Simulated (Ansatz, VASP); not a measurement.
**LiF: VASP beside Ansatz**

```xyz
2
Lattice="0.0000 2.0343 2.0343 2.0343 0.0000 2.0343 2.0343 2.0343 0.0000" Properties=species:S:1:pos:R:3 pbc="T T T"
Li    2.0343    2.0343    2.0343
F     0.0000    0.0000    0.0000
```

Change from the starting cell: the structure that the rattled cell fell into.

Alike in both runs: functional PBE; k mesh 10 × 10 × 10; occupations gaussian, width 0.02 eV; no spin polarisation.

Ansatz relaxed the structure, and its values are those at the end. VASP's run is a single point on that final structure, the one shown.

|  | VASP | Ansatz |
| --- | --- | --- |
| version | VASP 6.6.1 | Ansatz 0.2.0 |
| potentials or method | VASP PAW PBE potentials, release 64 (Li_sv, F) | scalar-relativistic, plane waves, PAW |
| plane-wave cutoff (eV) | 520 | 420 |
| valence electrons in the cell | 10 | 10 |

Ansatz gave:

| Item | Value |
| --- | --- |
| gap on the k mesh at the Fermi level (eV) | 8.83 |
| least direct gap on the mesh (eV) | 8.83 |

Problem. What did VASP give for the same quantities?

Solution. gap on the k mesh at the Fermi level (eV): 8.82; least direct gap on the mesh (eV): 8.82.

The functional is the same, so the differences come from potentials, cutoffs and numerics.

 A k mesh can miss the band edges.
